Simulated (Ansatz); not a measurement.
## Hf (bcc): energy against volume

The calculation used Ansatz 0.2.0, DFT, PBE, plane waves (420 eV) with PAW, scalar-relativistic.

The cell is scaled uniformly from the relaxed one, with fractional coordinates and shape fixed. Energies are extrapolated to zero smearing, pressures are those at the given smearing. Magnetic state: spin not included.

A Birch-Murnaghan fit gives V₀ = 22.27 Å³/atom, B₀ = 100 GPa, B₀′ = 3.3.

(1) What are the energy above the minimum and the pressure at 19.650 Å³/atom?

(2) What are the energy above the minimum and the pressure at 24.116 Å³/atom?

(3) What are the energy above the minimum and the pressure at 25.009 Å³/atom?

## Answers

(1) 114.8 meV/atom and 15.73 GPa as computed.

(2) 42.5 meV/atom and -6.65 GPa as computed.

(3) 88.8 meV/atom and -9.24 GPa as computed.
